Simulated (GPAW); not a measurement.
# BAs (F-43m) in GPAW: notebook

Aim: see how the results for BAs move with the level of theory and the settings. Levels: TASK, PBE, LDA. Tasks: elastic constants, one-shot levels of the hybrid HSE06, equation of state, band structure.

Program: GPAW 26.7.0. These are calculated values, not measurements. Logs are shortened: lines on timing, memory, paths and dates and some standing lists are left out, and cuts for length are marked. The log counts tension as positive stress, the text compression.

**The experiment to reproduce.**

From “Basic Physical Properties of Cubic Boron Arsenide”, 2019, arxiv:1911.11281, for a bulk crystal of BAs: bulk modulus 148 GPa.

The runs below are set against these values where they give the same quantity.

## Step 1: Starting point

The structure is cubic, space group F-43m (No. 216). The conventional cell has a = 4.777 Å, b = 4.777 Å, c = 4.777 Å, α = 90.00°, β = 90.00°, γ = 90.00°. As (site symmetry -43m) has 4 B at 2.07 Å as nearest neighbours. B (site symmetry -43m) is surrounded by 4 As at 2.07 Å.

## Step 2: Elastic constants, TASK, 13.63 Å³/atom

Input file run.py:

```python
import json
import numpy as np
import spglib
from ase.constraints import FixSymmetry
from ase.filters import FrechetCellFilter
from ase.io import read, write
from ase.optimize import BFGS
from ase.stress import full_3x3_to_voigt_6_stress, voigt_6_to_full_3x3_strain, voigt_6_to_full_3x3_stress
from ase.units import GPa
from gpaw import GPAW, PW

atoms = read('BAs.xyz')

calc = GPAW(mode=PW(800),
            xc='MGGA_X_TASK+LDA_C_PW',
            kpts={'size': (7, 7, 7), 'gamma': True},
            occupations={'name': 'fermi-dirac', 'width': 0.05},
            nbands=11,
            convergence={'density': 1e-06, 'eigenstates': 1e-09},
            maxiter=150,
            txt='gpaw.txt')
atoms.calc = calc
atoms.set_constraint(FixSymmetry(atoms))
BFGS(FrechetCellFilter(atoms), trajectory='relax.traj', logfile='-').run(fmax=0.005, steps=40)
atoms.set_constraint()
energy = atoms.get_potential_energy()
forces = atoms.get_forces()
stress = atoms.get_stress()
calc.write('gs.gpw')
write('result.traj', atoms)
print('Cell:', atoms.cell.cellpar().round(4))
print(atoms.get_scaled_positions().round(5))

gpts = tuple(int(n) for n in calc.get_number_of_grid_points())
cell = atoms.cell[:].T
dataset = spglib.get_symmetry((atoms.cell[:], atoms.get_scaled_positions(), atoms.numbers), symprec=1e-4)
rotations = [cell @ w @ np.linalg.inv(cell) for w in dataset['rotations']]
strains, clamped, relaxed = [], [], []
for v in [0, 3]:
    for e in (-0.005, 0.005):
        voigt = np.zeros(6)
        voigt[v] = e
        F = voigt_6_to_full_3x3_strain(voigt)
        a = atoms.copy()
        a.set_cell(atoms.cell[:] @ F, scale_atoms=True)
        c = GPAW(mode=PW(800),
                 xc='MGGA_X_TASK+LDA_C_PW',
                 kpts={'size': (7, 7, 7), 'gamma': True},
                 occupations={'name': 'fermi-dirac', 'width': 0.05},
                 nbands=11,
                 convergence={'density': 1e-06, 'eigenstates': 1e-09},
                 maxiter=150,
                 gpts=gpts,
                 txt=f'strain-{v}{e:+.3f}.txt')
        a.calc = c
        s0 = s1 = a.get_stress() - stress
        BFGS(a, logfile=None).run(fmax=0.003, steps=25)
        s1 = a.get_stress() - stress
        print(v, e, 'clamped', (s0 / GPa).round(3), 'relaxed', (s1 / GPa).round(3), flush=True)
        for R in rotations:  # images under the point group
            eps = R @ (F - np.eye(3)) @ R.T
            strains.append(full_3x3_to_voigt_6_stress(eps) * [1, 1, 1, 2, 2, 2])
            for s, rows in ((s0, clamped), (s1, relaxed)):
                rows.append(full_3x3_to_voigt_6_stress(R @ voigt_6_to_full_3x3_stress(s) @ R.T))

C0, C = (np.linalg.lstsq(np.array(strains), np.array(s), rcond=None)[0].T / GPa for s in (clamped, relaxed))
print('Clamped-ion Cij (GPa):')
print(C0.round(1))
print('Relaxed-ion Cij (GPa):')
print(C.round(1))
json.dump({'clamped': C0.tolist(), 'relaxed': C.tolist()}, open('elastic.json', 'w'))
```

Input file BAs.xyz:

```xyz
2
Lattice="0.0000000000 2.3885000000 2.3885000000 2.3885000000 0.0000000000 2.3885000000 2.3885000000 2.3885000000 0.0000000000" Properties=species:S:1:pos:R:3 pbc="T T T"
As     3.5827500000      3.5827500000      3.5827500000
B      0.0000000000      0.0000000000      0.0000000000
```

Potentials or basis: GPAW PAW data sets (gpaw-data 1.2.1), pw.

Started as:

```console
$ OMP_NUM_THREADS=1 python run.py
```

gpaw.txt:

```text
__  _  _
 | _ |_)|_||  |
 |__||  | ||/\| - 26.7.0

Input parameters:
  mode=PW(ecut=800.0),
  convergence={'density': 1e-06, 'eigenstates': 1e-09},
  kpts=MonkhorstPack(size=(7, 7, 7), gamma=True),
  maxiter=150,
  nbands=11,
  occupations=Occupations(name='fermi-dirac', width=0.05),
  xc=XC(name='MGGA_X_TASK+LDA_C_PW')

Diagonalizing LCAO Hamiltonian
Converting LCAO to pw mode

                   As

       B

Atoms  # Å, Bohr magnetons
|   | symbol |         x |         y |        z |    initial magnetic moments |
|---|--------|-----------|-----------|----------|-----------------------------|
| 0 |     As |  3.582750 |  3.582750 | 3.582750 | ( 0.0000,  0.0000,  0.0000) |
| 1 |      B | -0.000000 | -0.000000 | 0.000000 | ( 0.0000,  0.0000,  0.0000) |

Unit cell  # Å
| periodic |        x |        y |        z |  lengths |    angles |
|----------|----------|----------|----------|----------|-----------|
|      yes | 0.000000 | 2.388500 | 2.388500 | 3.377849 | 60.000000 |
|      yes | 2.388500 | 0.000000 | 2.388500 | 3.377849 | 60.000000 |
|      yes | 2.388500 | 2.388500 | 0.000000 | 3.377849 | 60.000000 |

Number of symmetries: 24
Symmetry operations  # r_c * U_cc + t_c -> r_c
|    | kind |            matrix            |
|----|------|------------------------------|
|  0 |  E   |  1, 0, 0,  0, 1, 0,  0, 0, 1 |
|  1 |  σ   |  1, 0, 0,  0, 0, 1,  0, 1, 0 |
|  2 |  σ   |  1, 0,-1,  0, 1,-1,  0, 0,-1 |
|  3 |  C3  |  1, 0,-1,  0, 0,-1,  0, 1,-1 |
|  4 |  C3  |  1,-1, 0,  0,-1, 1,  0,-1, 0 |
|  5 |  σ   |  1,-1, 0,  0,-1, 0,  0,-1, 1 |
|  6 |  σ   |  0, 1, 0,  1, 0, 0,  0, 0, 1 |
|  7 |  C3  |  0, 1, 0,  0, 0, 1,  1, 0, 0 |
|  8 |  C2  |  0, 1,-1,  1, 0,-1,  0, 0,-1 |
|  9 |  S4  |  0, 1,-1,  0, 0,-1,  1, 0,-1 |
| 10 |  C3  |  0, 0, 1,  1, 0, 0,  0, 1, 0 |
| 11 |  σ   |  0, 0, 1,  0, 1, 0,  1, 0, 0 |
| 12 |  S4  |  0, 0,-1,  1, 0,-1,  0, 1,-1 |
| 13 |  C3  |  0, 0,-1,  0, 1,-1,  1, 0,-1 |
[... 141 lines left out ...]
SCF iterations
|iter     | |      energy | eigst |  dens |
|---------|-|-------------|-------|-------|
|iter:   1| |   -6.030904 | -0.18 |       |
|iter:   2| |   -0.518939 | -1.05 | -0.83 |
|iter:   3| |   -0.634498 | -1.36 | -0.86 |
|iter:   4| |   -0.596697 | -2.50 | -1.22 |
|iter:   5| |   -0.612427 | -2.58 | -1.46 |
|iter:   6| |   -0.614769 | -3.83 | -2.14 |
|iter:   7| |   -0.615316c| -4.28 | -2.52 |
|iter:   8| |   -0.615320c| -5.72 | -3.50 |
|iter:   9| |   -0.615321c| -6.70 | -3.93 |
|iter:  10| |   -0.615321c| -8.51 | -4.80 |
|iter:  11| |   -0.615321c| -9.60c| -5.26 |
|iter:  12| |   -0.615321c| -9.63c| -6.19c|

Converged in 12 steps
Energy contributions relative to reference atoms: (reference = -62172.463167)

Energy contributions:
  Kinetic:          18.765111
  Coulomb:         -16.173465
  Zero:             -0.018252
  External:          0.000000
  Xc:               -3.188715
  Entropy:          -0.000000
  Spinorbit:         0.000000
  ----------------------------
  Free energy:      -0.615321
  Extrapolated:     -0.615321
[... 26 lines left out ...]
Stress tensor  # eV/Ang^3
|         x |         y |         z |
|-----------|-----------|-----------|
| -0.052327 | -0.000000 |  0.000000 |
| -0.000000 | -0.052327 |  0.000000 |
|  0.000000 |  0.000000 | -0.052327 |

Forces  # eV/Ang
|       x |        y |       z |
|---------|----------|---------|
| 0.00000 | -0.00000 | 0.00000 |  # As   0
| 0.00000 |  0.00000 | 0.00000 |  # B    1

Interpolating wave functions to new cell

                   As

       B

Atoms  # Å, Bohr magnetons
|   | symbol |         x |         y |        z |    initial magnetic moments |
|---|--------|-----------|-----------|----------|-----------------------------|
| 0 |     As |  3.601043 |  3.601043 | 3.601043 | ( 0.0000,  0.0000,  0.0000) |
| 1 |      B | -0.000000 | -0.000000 | 0.000000 | ( 0.0000,  0.0000,  0.0000) |
[... 167 lines left out ...]
SCF iterations
|iter     | |      energy | eigst |  dens |
|---------|-|-------------|-------|-------|
|iter:   1| |  -21.929073 | -0.41 |       |
|iter:   2| |   -0.634295 | -0.74 | -1.53 |
|iter:   3| |   -0.636342 | -3.13 | -2.05 |
|iter:   4| |   -0.634943c| -4.20 | -2.10 |
|iter:   5| |   -0.634505c| -4.25 | -2.38 |
|iter:   6| |   -0.634599c| -4.86 | -2.58 |
|iter:   7| |   -0.634497c| -5.19 | -2.54 |
|iter:   8| |   -0.634484c| -6.55 | -2.71 |
|iter:   9| |   -0.634489c| -6.42 | -2.77 |
|iter:  10| |   -0.634498c| -6.80 | -2.86 |
|iter:  11| |   -0.634501c| -7.43 | -2.92 |
|iter:  12| |   -0.634515c| -5.68 | -2.95 |
|iter:  13| |   -0.634524c| -5.93 | -3.42 |
|iter:  14| |   -0.634524c| -7.72 | -4.35 |
|iter:  15| |   -0.634524c| -9.31c| -5.14 |
|iter:  16| |   -0.634524c|-10.28c| -5.67 |
|iter:  17| |   -0.634524c|-10.79c| -6.45c|

Converged in 17 steps
Energy contributions relative to reference atoms: (reference = -62172.463167)

Energy contributions:
  Kinetic:          17.056992
  Coulomb:         -14.789611
  Zero:             -0.016740
  External:          0.000000
  Xc:               -2.885165
  Entropy:          -0.000000
  Spinorbit:         0.000000
  ----------------------------
  Free energy:      -0.634524
  Extrapolated:     -0.634524
[... 26 lines left out ...]
Stress tensor  # eV/Ang^3
|         x |         y |         z |
|-----------|-----------|-----------|
| -0.037881 |  0.000000 |  0.000000 |
|  0.000000 | -0.037881 |  0.000000 |
|  0.000000 |  0.000000 | -0.037881 |

Forces  # eV/Ang
|        x |       y |        z |
|----------|---------|----------|
| -0.00000 | 0.00000 | -0.00000 |  # As   0
| -0.00000 | 0.00000 | -0.00000 |  # B    1

Interpolating wave functions to new cell

                   As

       B

Atoms  # Å, Bohr magnetons
|   | symbol |         x |         y |        z |    initial magnetic moments |
|---|--------|-----------|-----------|----------|-----------------------------|
| 0 |     As |  3.652291 |  3.652291 | 3.652291 | ( 0.0000,  0.0000,  0.0000) |
| 1 |      B | -0.000000 | -0.000000 | 0.000000 | ( 0.0000,  0.0000,  0.0000) |
[... 169 lines left out ...]
|---------|-|-------------|-------|-------|
|iter:   1| |  -21.822730 | -0.31 |       |
|iter:   2| |   -0.666060 | -0.69 | -1.46 |
|iter:   3| |   -0.667531 | -3.01 | -1.67 |
|iter:   4| |   -0.658671 | -3.28 | -1.72 |
|iter:   5| |   -0.658909 | -3.33 | -2.02 |
|iter:   6| |   -0.658655c| -4.97 | -2.07 |
|iter:   7| |   -0.658099c| -4.23 | -2.12 |
|iter:   8| |   -0.658288c| -5.77 | -2.33 |
|iter:   9| |   -0.658221c| -5.04 | -2.33 |
|iter:  10| |   -0.658409c| -5.50 | -2.47 |
|iter:  11| |   -0.658498c| -4.98 | -2.43 |
|iter:  12| |   -0.658631c| -4.90 | -2.68 |
|iter:  13| |   -0.658655c| -5.63 | -3.19 |
|iter:  14| |   -0.658655c| -7.10 | -3.91 |
|iter:  15| |   -0.658655c| -8.08 | -4.48 |
|iter:  16| |   -0.658655c| -9.60c| -5.24 |
|iter:  17| |   -0.658655c| -9.56c| -5.94 |
|iter:  18| |   -0.658655c|-10.77c| -6.74c|

Converged in 18 steps
Energy contributions relative to reference atoms: (reference = -62172.463167)

Energy contributions:
  Kinetic:          12.561715
  Coulomb:         -11.141014
  Zero:             -0.012646
  External:          0.000000
  Xc:               -2.066711
  Entropy:          -0.000000
  Spinorbit:         0.000000
  ----------------------------
  Free energy:      -0.658655
  Extrapolated:     -0.658655
[... 26 lines left out ...]
Stress tensor  # eV/Ang^3
|         x |         y |         z |
|-----------|-----------|-----------|
| -0.002094 |  0.000000 | -0.000000 |
|  0.000000 | -0.002094 | -0.000000 |
| -0.000000 | -0.000000 | -0.002094 |

Forces  # eV/Ang
|        x |       y |       z |
|----------|---------|---------|
| -0.00000 | 0.00000 | 0.00000 |  # As   0
| -0.00000 | 0.00000 | 0.00000 |  # B    1

Interpolating wave functions to new cell

                   As

       B

Atoms  # Å, Bohr magnetons
|   | symbol |         x |         y |        z |    initial magnetic moments |
|---|--------|-----------|-----------|----------|-----------------------------|
| 0 |     As |  3.655451 |  3.655451 | 3.655451 | ( 0.0000,  0.0000,  0.0000) |
| 1 |      B | -0.000000 | -0.000000 | 0.000000 | ( 0.0000,  0.0000,  0.0000) |
[... 167 lines left out ...]
SCF iterations
|iter     | |      energy | eigst |  dens |
|---------|-|-------------|-------|-------|
|iter:   1| |  -21.819444 | -0.43 |       |
|iter:   2| |   -0.656906 | -0.75 | -1.49 |
|iter:   3| |   -0.658982 | -3.08 | -2.45 |
|iter:   4| |   -0.658890c| -4.53 | -2.52 |
|iter:   5| |   -0.658813c| -5.61 | -2.67 |
|iter:   6| |   -0.658794c| -5.60 | -2.99 |
|iter:   7| |   -0.658795c| -6.20 | -3.16 |
|iter:   8| |   -0.658783c| -6.15 | -3.08 |
|iter:   9| |   -0.658782c| -7.55 | -3.28 |
|iter:  10| |   -0.658782c| -7.80 | -3.36 |
|iter:  11| |   -0.658782c| -8.30 | -3.43 |
|iter:  12| |   -0.658782c| -6.87 | -3.47 |
|iter:  13| |   -0.658783c| -6.97 | -3.90 |
|iter:  14| |   -0.658784c| -8.02 | -4.48 |
|iter:  15| |   -0.658784c| -9.59c| -5.43 |
|iter:  16| |   -0.658784c| -9.41c| -6.01c|

Converged in 16 steps
Energy contributions relative to reference atoms: (reference = -62172.463167)

Energy contributions:
  Kinetic:          12.298021
  Coulomb:         -10.926679
  Zero:             -0.012375
  External:          0.000000
  Xc:               -2.017750
  Entropy:          -0.000000
  Spinorbit:         0.000000
  ----------------------------
  Free energy:      -0.658784
  Extrapolated:     -0.658784
[... 26 lines left out ...]
Stress tensor  # eV/Ang^3
|         x |         y |         z |
|-----------|-----------|-----------|
| -0.000099 | -0.000000 | -0.000000 |
| -0.000000 | -0.000099 | -0.000000 |
| -0.000000 | -0.000000 | -0.000099 |

Forces  # eV/Ang
|       x |        y |        z |
|---------|----------|----------|
| 0.00000 | -0.00000 |  0.00000 |  # As   0
| 0.00000 |  0.00000 | -0.00000 |  # B    1

# Writing to gs.gpw (mode='')
```

Run time: 13 min. Hardware: 1 thread of Arm Neoverse V1, shared host; peak memory 0.52 GiB.

Results:

- Free energy: -0.6588 eV
- Relaxed volume: 14.47 Å³/atom
- Relaxed cell: a = 3.446 Å, b = 3.446 Å, c = 3.446 Å, α = 60.00°, β = 60.00°, γ = 60.00°
- Space group after relaxing (to 0.05 Å): F-43m (No. 216)
- Pressure after relaxing: 0.0 GPa
- Band gap on the k mesh: 1.71 eV, indirect (least direct gap 3.44 eV)
- Elastic constants C11, C12, C44: 272, 48, 149 GPa
- Voigt bulk modulus: 123 GPa
- Bulk modulus (Hill): 123 GPa
- Shear modulus (Hill): 133 GPa
- Young's modulus: 293 GPa
- Poisson's ratio (from the elastic constants): 0.10

Caveat: the density grid can change from cell to cell, which puts small steps into energies and stress; the PAW data sets were made with another functional, which shifts forces and pressure a little; an odd mesh through Γ misses points on the zone boundary, where band edges often lie.

(Continued in part 2 of 3.)
